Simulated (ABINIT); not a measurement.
Input of an ABINIT 10.8.3 (patched build) run:

The input run.abi:

```
# Pseudopotentials
pp_dirpath "./"
pseudos "Zr.GGA_PBE-JTH.xml, B.GGA_PBE-JTH.xml"

# Structure
acell 3*1.0 Angstrom
rprim
     3.1700000000     0.0000000000     0.0000000000
    -1.5850000000     2.7453005300     0.0000000000
     0.0000000000     0.0000000000     3.5330000000
ntypat 2
znucl 40 5
natom 3
typat 1 2 2
xcart
     0.0000000000     0.0000000000     0.0000000000
     1.5850000002     0.9151001766     1.7665000000
    -0.0000000002     1.8302003534     1.7665000000 Angstrom

# Plane-wave basis
ecut 20.0
pawecutdg 40.0
pawxcdev 0

# k points
kptopt 1
ngkpt 10 10 8
nshiftk 1
shiftk 0.0 0.0 0.0

# Exchange and correlation
ixc 23

# Bands and occupations
nband 13
occopt 3
tsmear 0.05 eV

# SCF cycle
nstep 100
tolvrs 1.0e-9

# Output
iomode 3
prtwf 0
prtden 0
prteig 0
prtebands 0
enunit 2
```

Potentials or basis: JTH PAW PBE v2.0.

Run with:

```bash
$ abinit run.abi > log 2>&1
```

Question: Estimate the band gap on the k mesh.

Answer: None (metal or under the smearing width).

Question: Predict the pressure.

Answer: -3.6 GPa.

Stress tensor (GPa, compression positive):
```
-3.78  0.00  0.00
 0.00 -3.78  0.00
 0.00  0.00 -3.30
```

Caveat: the PAW data sets were made with another functional, which shifts forces and pressure a little.
